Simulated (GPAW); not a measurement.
The system is MnS.

```xyz
2
Lattice="0.0000 2.4735 2.4735 2.4735 0.0000 2.4735 2.4735 2.4735 0.0000" Properties=species:S:1:pos:R:3 pbc="T T T"
Mn    0.0000    0.0000    0.0000
S     3.7102    3.7102    3.7102
```

The cell is a database's computed one.

Base run:

| Quantity | Value |
| --- | --- |
| Program | GPAW 26.7.0 |
| Functional | PBEsol |
| Potentials or basis | PAW data sets generated in the run's folder for this functional |
| Cutoff | 600 eV |
| Basis | pw |
| k mesh | 9 × 9 × 9 |
| Occupations | fermi-dirac, width 0.05 eV |
| Spin | collinear spin, ferromagnetic start |
| Starting moments | [4.0, 0.0] μB |

Its results: pressure -2.3 GPa; net moment 0.22 μB per cell; site moments Mn +0.21; S -0.00 μB.

Task: After a change of settings the same cell gave: pressure 36.3 GPa; net moment 3.94 μB per cell; site moments Mn +3.62; S +0.02 μB. Which change was it?
A. functional from PBEsol to LDA; potentials or basis from PAW data sets generated in the run's folder for this functional to the program's PAW data sets (release 1.2.1) made for this functional
B. hubbard terms from none to Mn d U = 1 eV
C. functional from PBEsol to r2SCAN; potentials or basis from PAW data sets generated in the run's folder for this functional to GPAW PAW data sets (gpaw-data 1.2.1)
D. hubbard terms from none to Mn d U = 2 eV

Result: D.

Caveats: the moment fell far below its start of 4 μB, so a state of higher moment may lie lower in energy (some runs); a pressure of tens of GPa on the cell as given is suspect, and the run, the potentials or the cell itself is likely at fault (some runs); a cell with one magnetic atom can't hold antiferromagnetic order, which such compounds often take (some runs).

Not every run made on this cell is shown here.
